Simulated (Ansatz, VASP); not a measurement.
**La: VASP beside Ansatz**

```
La
1.0
     3.77234    0.00000    0.00000
    -1.88617    3.26695    0.00000
     0.00000    0.00000    6.10142
La
2
Direct
  0.33333 0.66667 0.25000
  0.66667 0.33333 0.75000
```

Alike in both runs: functional PBE; k mesh 13 × 13 × 7; occupations fermi-dirac, width 0.05 eV; no spin polarisation.

Ansatz relaxed the structure, and its values are those at the end. VASP's run is a single point on that final structure, the one shown.

|  | VASP | Ansatz |
| --- | --- | --- |
| version | VASP 6.6.1 | Ansatz 0.2.0 |
| potentials or method | VASP PAW PBE potentials, release 64 (La), cutoff 520 eV | all-electron LAPW, scalar-relativistic |

|  | VASP | Ansatz | Ansatz less VASP |
| --- | --- | --- | --- |
| pressure (GPa) | 0.1 | 0.0 | -0.05 |

Ansatz ran all-electron here, so the differences hold the error of VASP's frozen core and of both bases.

The runs have no spin-orbit coupling, so splittings on La are missing.
